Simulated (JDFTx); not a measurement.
# Sb under changes of volume

One of the cells (26.962 Å³/atom); the others are scaled copies at fixed shape and fractional positions:

```
Sb
1.0
    -1.57654    1.57654    2.71194
     1.57654   -1.57654    2.71194
     1.57654    1.57654   -2.71194
Sb
1
Direct
  0.00000 0.00000 0.00000
```

This isn't the form of Sb at room conditions, which is rhombohedral.

* Program: JDFTx 1.7.0 (patched build)
* Functional: PBEsol
* Potentials or basis: PseudoDojo-SR-PBEsol-0.4.1-standard with smoothed tails
* Cutoff: 1088 eV
* Density cutoff: 4354 eV
* k mesh: 12 × 12 × 12
* Occupations: fermi-dirac, width 0.05 eV
* Spin: no spin polarisation

```tsv
volume (Å³/atom)	energy over the lowest point (meV/atom)	pressure (GPa)
25.344	11.05	3.2
25.883	2.87	1.5
26.423	0.00	0.0
26.962	?	?
27.501	7.96	-2.5
28.040	17.85	-3.5
28.580	31.09	-4.5
```

Task: What does the run at 26.962 Å³/atom give?

Result: Energy over the lowest point 1.86 meV/atom; pressure -1.3 GPa.

Worked out: A Birch-Murnaghan fit of order 3 (a polynomial in V^(-2/3)) to the other rows has its minimum at 26.47 Å³/atom with B0 = V·E''(V) = 68 GPa and B' = 4.6 at fixed shape and positions, which overstates the stiffness. It gives 1.87 meV/atom at 26.962 Å³/atom, against the run's 1.86, and -dE/dV = -1.2 GPa, against -1.3.

Energies are extrapolated to zero smearing.
